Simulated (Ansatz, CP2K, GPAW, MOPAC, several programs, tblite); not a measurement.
# Many methods on one cell: AlAs (zincblende)

AlAs (zincblende), relaxed with r2SCAN in Ansatz, was computed with several methods. The symmetry is F-43m (No. 216, cubic); a = 5.678 Å in the conventional setting, 22.88 Å³ an atom. Al has 4 As at 2.46 Å; As has 4 Al at 2.46 Å. No spin polarisation and no zero-point or thermal motion.

```cif
data_structure
_symmetry_space_group_name_H-M 'P 1'
_symmetry_Int_Tables_number 1
_cell_length_a 4.0148
_cell_length_b 4.0148
_cell_length_c 4.0148
_cell_angle_alpha 60.000
_cell_angle_beta 60.000
_cell_angle_gamma 60.000
_cell_volume 45.76
loop_
_atom_site_label
_atom_site_type_symbol
_atom_site_fract_x
_atom_site_fract_y
_atom_site_fract_z
_atom_site_occupancy
Al1 Al 0.00000 0.00000 0.00000 1
As1 As 0.25000 0.25000 0.25000 1
```

Gaps and times are for a single point on this cell; volume and bulk modulus come from each method's own relaxation or energy curve at fixed shape. Times are rough, from shared hosts (Arm Neoverse V1), and each method has its own mesh and cell size. PM6 (MOPAC): levels, charges or heat of formation failed a check of plausibility, so no values are given. PM6 (MOPAC), PM7 (MOPAC), GFN1-xTB (tblite), GFN2-xTB (tblite) treat a cluster of cells at its zone centre, which samples few k points: where these miss a band edge, the gap comes out too large for that reason alone. Gaps from k meshes are read at a limited set of points (mesh, symmetry points, PBE's band edges), so each method's own least gap may be somewhat smaller. xTB and the PM methods were fitted mostly to molecules, and can miss a solid's gap by electronvolts. Minimal bases can be far off for gaps. GLLB-SC's gap includes the derivative discontinuity. d marks a direct gap, i an indirect one (no mark: not told apart), a dash a value that wasn't computed or didn't pass its checks.

```tsv
method	kind	gap (eV)	own volume (Å³/atom)	bulk modulus (GPa)	atoms computed	processor time
light PBE (260 eV and a coarse mesh)	light plane-wave	1.44 i	–	–	2	0.83 s
PBE	semilocal	1.46 i	23.50	67	2	2.4 s
PBE/SZV (CP2K)	small basis	2.29 d	24.48	67	2	4.7 s
PBE/single zeta (GPAW)	small basis	1.66 d	–	–	2	4.8 s
r2SCAN	semilocal	1.81 i	22.88	76	2	5.3 s
GFN1-xTB (tblite)	tight binding	0.57	–	–	64	6 s
GLLB-SC (GPAW)	model potential	2.52	–	–	2	6.3 s
GFN2-xTB (tblite)	tight binding	1.75	24.13	55	64	6.4 s
PBE/DZVP (CP2K)	small basis	1.62 i	23.71	67	2	8.7 s
PM6 (MOPAC)	semi-empirical	–	–	–	64	14 s
PM7 (MOPAC)	semi-empirical	7.65	22.27	152	64	15 s
```

Against r2SCAN (1.81 eV) and with closed or daggered gaps left aside, the nearest gap at the points sampled is that of GFN2-xTB (tblite) (-0.06 eV) and the farthest that of PM7 (MOPAC) (+5.84 eV). r2SCAN is only a yardstick of convenience: semilocal gaps usually lie below measured ones, which GLLB-SC and hybrids aim to mend.

Volumes against r2SCAN's: PBE +2.7 %, PBE/SZV (CP2K) +7.0 %, GFN2-xTB (tblite) +5.5 %, PBE/DZVP (CP2K) +3.6 %, PM7 (MOPAC) -2.6 %.

The runs are scalar-relativistic, without spin-orbit coupling.
